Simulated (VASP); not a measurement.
# CuI (Marshite) (F-43m) in VASP: notebook, part 2 of 2

VASP 6.6.1.

## 4. Relaxation of cell and atoms, PBE

File INCAR:

```
PREC = Accurate
ENCUT = 600
EDIFF = 1E-6
ISMEAR = 0
SIGMA = 0.03
LREAL = F
LASPH = T
NELM = 80
ALGO = Normal
ISIF = 3
LWAVE = F
LCHARG = F
GGA = PE
IBRION = 2
NSW = 90
EDIFFG = -0.01
```

File KPOINTS:

```
Automatic mesh
0
Gamma
  8 8 8
```

File POSCAR:

```
CuI
1.0
    0.0000000000      3.0315000000      3.0315000000
    3.0315000000      0.0000000000      3.0315000000
    3.0315000000      3.0315000000      0.0000000000
Cu I
1 1
Direct
    0.2500000000      0.2500000000      0.2500000000
    0.0000000000      0.0000000000      0.0000000000
```

Potentials or basis: VASP PAW PBE potentials, release 64 (Cu, I).

On the command line:

```console
$ cat potpaw_PBE.64/Cu/POTCAR potpaw_PBE.64/I/POTCAR > POTCAR
$ mpirun -np 1 vasp_std > vasp.out
```

OUTCAR:

```text
PREC = Accurate
   ENCUT = 600
   EDIFF = 1E-6
   ISMEAR = 0
   LREAL = F
   LASPH = T
   NELM = 80
   ISIF = 3
   GGA = PE
   IBRION = 2
   NSW = 90
   EDIFFG = -0.01

 ion  position               nearest neighbor table
   1  0.250  0.250  0.250-   2 2.63   2 2.63   2 2.63   2 2.63
   2  0.000  0.000  0.000-   1 2.63   1 2.63   1 2.63   1 2.63

  LATTYP: Found a face centered cubic cell.
 ALAT       =     6.0630000000

  Lattice vectors:

 A1 = (   0.0000000000,   3.0315000000,   3.0315000000)
 A2 = (   3.0315000000,   0.0000000000,   3.0315000000)
 A3 = (   3.0315000000,   3.0315000000,   0.0000000000)

Analysis of symmetry for initial positions (statically):
=====================================================================
 Subroutine PRICEL returns:
 Original cell was already a primitive cell.

 Routine SETGRP: Setting up the symmetry group for a
 face centered cubic supercell.

 Subroutine GETGRP returns: Found 24 space group operations
 (whereof 24 operations were pure point group operations)
 out of a pool of 48 trial point group operations.

The static configuration has the point symmetry T_d .

Analysis of symmetry for dynamics (positions and initial velocities):
[... 217 lines left out ...]
  band No.  band energies     occupation
      1      -9.6257      2.00000
      2       0.7399      2.00000
      3       0.7399      2.00000
      4       0.7399      2.00000
      5       2.5245      2.00000
      6       2.5245      2.00000
      7       4.3417      2.00000
      8       4.3417      2.00000
      9       4.3417      2.00000
     10       5.4637      0.00000
     11       9.2222      0.00000
     12       9.2222      0.00000
     13       9.2222      0.00000
[... 354 lines left out ...]
  band No.  band energies     occupation
      1      -8.9953      2.00000
      2      -0.9326      2.00000
      3       0.2038      2.00000
      4       0.7105      2.00000
      5       2.4619      2.00000
      6       2.5358      2.00000
      7       2.6489      2.00000
      8       3.0655      2.00000
      9       3.3596      2.00000
     10       7.8155      0.00000
     11       9.0253      0.00000
     12      10.5367      0.00000
     13      11.7207      0.00000

 [... further k-points ...]
[... 5 lines left out ...]
  --------------------------------------------------------------------------------------
  -------------------------------------------------------------------------------------
  Total        0.0188376      0.0188376      0.0188376      0.0000000      0.0000000      0.0000000
  in kB        0.5372297      0.5372297      0.5372297      0.0000000      0.0000000      0.0000000
  external PRESSURE =       0.5372297 kB  Pullay stress =       0.0000000 kB

 VOLUME and BASIS-vectors are now :
 -----------------------------------------------------------------------------
  energy-cutoff  :      600.00
  volume of cell :       56.18
      direct lattice vectors                 reciprocal lattice vectors
     0.000000000  3.039828618  3.039828618    -0.164482957  0.164482957  0.164482957
     3.039828618  0.000000000  3.039828618     0.164482957 -0.164482957  0.164482957
     3.039828618  3.039828618  0.000000000     0.164482957  0.164482957 -0.164482957

 POSITION                                       TOTAL-FORCE (eV/Angst)
 -----------------------------------------------------------------------------------
      1.51991      1.51991      1.51991        -0.000000     -0.000000     -0.000000
      0.00000      0.00000      0.00000         0.000000      0.000000      0.000000
 -----------------------------------------------------------------------------------
    total drift:                                0.000001      0.000001      0.000001

  FREE ENERGIE OF THE ION-ELECTRON SYSTEM (eV)
  ---------------------------------------------------
  free  energy   TOTEN  =        -5.5625614963 eV

  energy  without entropy=       -5.5625614963  energy(sigma->0) =       -5.56256150

 reached required accuracy - stopping structural energy minimisation
```

CONTCAR:

```text
CuI
   1.00000000000000
     0.0000000000000000    3.0398286184549335    3.0398286184549335
     3.0398286184549335    0.0000000000000000    3.0398286184549335
     3.0398286184549335    3.0398286184549335    0.0000000000000000
  Cu              I
     1     1
Direct
     0.2500000000000000    0.2500000000000000    0.2500000000000000
     0.0000000000000000    0.0000000000000000    0.0000000000000000

  0.00000000E+00  0.00000000E+00  0.00000000E+00
  0.00000000E+00  0.00000000E+00  0.00000000E+00
```

It took 76 s on 1 thread of Intel Xeon Platinum 8375C at 2.90GHz (Ice Lake), shared host; peak memory 0.22 GiB.

What came out:

```
Free energy                            : -5.5626 eV
Relaxed volume                         : 28.09 Å³/atom
Relaxed cell                           : a = 4.299 Å, b = 4.299 Å, c = 4.299 Å, α = 60.00°, β = 60.00°, γ = 60.00°
Space group after relaxing (to 0.05 Å) : F-43m (No. 216)
Energy gained by relaxing              : 0.3 meV/atom
Ionic steps                            : 2
Pressure after relaxing                : 0.1 GPa
Band gap on the k mesh                 : 1.12 eV, direct
```

The path:
```
step  energy change (eV)  largest force (eV/Å)  pressure (GPa)  volume (Å³)
   1              0.0000                0.0000            0.33        55.72
   2             -0.0006                0.0000            0.05        56.18
```

Final structure:
```xyz
2
Lattice="0.0000 3.0398 3.0398 3.0398 0.0000 3.0398 3.0398 3.0398 0.0000" Properties=species:S:1:pos:R:3 pbc="T T T"
Cu    1.5199    1.5199    1.5199
I     0.0000    0.0000    0.0000
```

Caveat: spin-orbit coupling is left out, which moves the levels of the heavy elements. PBE usually gives volumes a little too large and moduli too small.

## 5. Relaxation of cell and atoms, PBE

This run uses another cell than the first one, of 28.09 Å³/atom, 1.008 times its volume.

INCAR, as its differences from that of step 4:

```diff
@@ -2,3 +2,3 @@
 ENCUT = 600
-EDIFF = 1E-6
+EDIFF = 1E-7
 ISMEAR = 0
@@ -15,2 +15,2 @@
 NSW = 90
-EDIFFG = -0.01
+EDIFFG = -0.005
```

KPOINTS is that of step 4.

File POSCAR:

```
CuI                                     
1.0
    0.0000000000      3.0398286185      3.0398286185
    3.0398286185      0.0000000000      3.0398286185
    3.0398286185      3.0398286185      0.0000000000
  Cu              I             
     1     1
Direct
     0.2500000000000000    0.2500000000000000    0.2500000000000000
     0.0000000000000000    0.0000000000000000    0.0000000000000000
```

On the command line:

```console
$ cat potpaw_PBE.64/Cu/POTCAR potpaw_PBE.64/I/POTCAR > POTCAR
$ mpirun -np 1 vasp_std > vasp.out
```

It took 48 s on 1 thread of Intel Xeon Platinum 8375C at 2.90GHz (Ice Lake), shared host; peak memory 0.21 GiB.

The run converged. Its results:

```
Free energy             : -5.5626 eV
Pressure after relaxing : 0.0 GPa
Band gap on the k mesh  : 1.12 eV, direct
```

Final structure:
```cif
data_structure
_symmetry_space_group_name_H-M 'P 1'
_symmetry_Int_Tables_number 1
_cell_length_a 4.2990
_cell_length_b 4.2990
_cell_length_c 4.2990
_cell_angle_alpha 60.000
_cell_angle_beta 60.000
_cell_angle_gamma 60.000
_cell_volume 56.18
loop_
_atom_site_label
_atom_site_type_symbol
_atom_site_fract_x
_atom_site_fract_y
_atom_site_fract_z
_atom_site_occupancy
Cu1 Cu 0.25000 0.25000 0.25000 1
I1 I 0.00000 0.00000 0.00000 1
```

Levels at points of the mesh, in eV from the valence-band top:
```
           k point  band 6  band 7  band 8  band 9  band 10  band 11  band 12  band 13
(0.00, 0.00, 0.00)   -1.82    0.00    0.00    0.00     1.12     4.88     4.88     4.88
(0.50, 0.00, 0.00)   -1.79   -1.75   -0.69   -0.69     2.15     5.41     5.41     7.39
(0.50, 0.50, 0.00)   -1.76   -1.73   -1.47   -1.47     2.73     2.91     9.13     9.71
```

Caveat: the relaxation stopped at its first step, so nothing moved; spin-orbit coupling is left out, which moves the levels of the heavy elements.

## 6. Relaxation of cell and atoms, PBEsol

File INCAR:

```
ALGO = Normal
EDIFF = 1E-6
EDIFFG = -0.01
ENCUT = 600
GGA = PS
IBRION = 2
ISIF = 3
ISMEAR = 0
LASPH = True
LCHARG = False
LREAL = False
LWAVE = False
NELM = 80
NSW = 90
PREC = Accurate
SIGMA = 0.03
```

File KPOINTS:

```
k-points
0
Gamma
  8 8 8
```

File POSCAR:

```
CuI
1.0
    0.0000000000      3.0315000000      3.0315000000
    3.0315000000      0.0000000000      3.0315000000
    3.0315000000      3.0315000000      0.0000000000
Cu I
1 1
Direct
    0.2500000000      0.2500000000      0.2500000000
    0.0000000000      0.0000000000      0.0000000000
```

Potentials or basis: VASP PAW PBE potentials, release 64 (Cu, I).

On the command line:

```console
$ cat potpaw_PBE.64/Cu/POTCAR potpaw_PBE.64/I/POTCAR > POTCAR
$ mpirun -np 1 vasp_std > vasp.out
```

Wall time 32 s (1 thread of Intel Xeon 6975P-C (Granite Rapids), shared host); peak memory 0.22 GiB.

The run converged. Its results:

```yaml
Free_energy: -6.3211 eV
Relaxed_volume: 26.28 Å³/atom
Relaxed_cell: a = 4.204 Å, b = 4.204 Å, c = 4.204 Å, α = 60.00°, β = 60.00°, γ = 60.00°
Space_group_after_relaxing_to_0.05_Å: F-43m (No. 216)
Energy_gained_by_relaxing: 13.3 meV/atom
Ionic_steps: 3
Pressure_after_relaxing: -0.1 GPa
Band_gap_on_the_k_mesh: 1.19 eV, direct
```

Step by step:
```
step  energy change (eV)  largest force (eV/Å)  pressure (GPa)  volume (Å³)
   1              0.0000                0.0000           -2.46        55.72
   2             -0.0265                0.0000            0.23        52.34
   3             -0.0266                0.0000           -0.06        52.56
```

Final structure:
```cif
data_structure
_symmetry_space_group_name_H-M 'P 1'
_symmetry_Int_Tables_number 1
_cell_length_a 4.2045
_cell_length_b 4.2045
_cell_length_c 4.2045
_cell_angle_alpha 60.000
_cell_angle_beta 60.000
_cell_angle_gamma 60.000
_cell_volume 52.56
loop_
_atom_site_label
_atom_site_type_symbol
_atom_site_fract_x
_atom_site_fract_y
_atom_site_fract_z
_atom_site_occupancy
Cu1 Cu 0.25000 0.25000 0.25000 1
I1 I 0.00000 0.00000 0.00000 1
```

Levels at points of the mesh, in eV from the valence-band top:
```tsv
k point	band 6	band 7	band 8	band 9	band 10	band 11	band 12	band 13
(0.00, 0.00, 0.00)	-2.13	0.00	0.00	0.00	1.19	4.76	4.76	4.76
(0.50, 0.00, 0.00)	-2.10	-2.05	-0.81	-0.81	2.13	5.32	5.32	7.33
(0.50, 0.50, 0.00)	-2.06	-2.03	-1.73	-1.73	2.48	2.81	9.49	10.01
```

Caveat: the PAW data sets were made with another functional, which shifts forces and pressure a little; spin-orbit coupling is left out, which moves the levels of the heavy elements. A hybrid or GW would open this gap; PBEsol tends to underestimate it.

## 7. The runs side by side

```csv
level,cell,target pressure,gap on the mesh (eV),pressure (GPa)
r2SCAN,relaxed to 0.63 GPa,0.63 GPa,1.72,0.6
PBE,relaxed,-,1.12,0.0
PBEsol,relaxed,-,1.19,-0.1
```

Alike in all rows: task relaxation of cell and atoms; potentials or basis VASP PAW PBE potentials, release 64 (Cu, I); no spin polarisation; k mesh 8 × 8 × 8; cutoff (eV) 600; smearing gaussian 0.03 eV.

Caveats: spin-orbit coupling is left out, which moves the levels of the heavy elements; the PAW data sets were made with another functional, which shifts forces and pressure a little (some runs); the cell is relaxed towards a set pressure, so the enthalpy falls and the energy may rise (some runs); the relaxation stopped at its first step, so nothing moved (some runs).

Absolute energies hang on the potentials; compare differences alone.
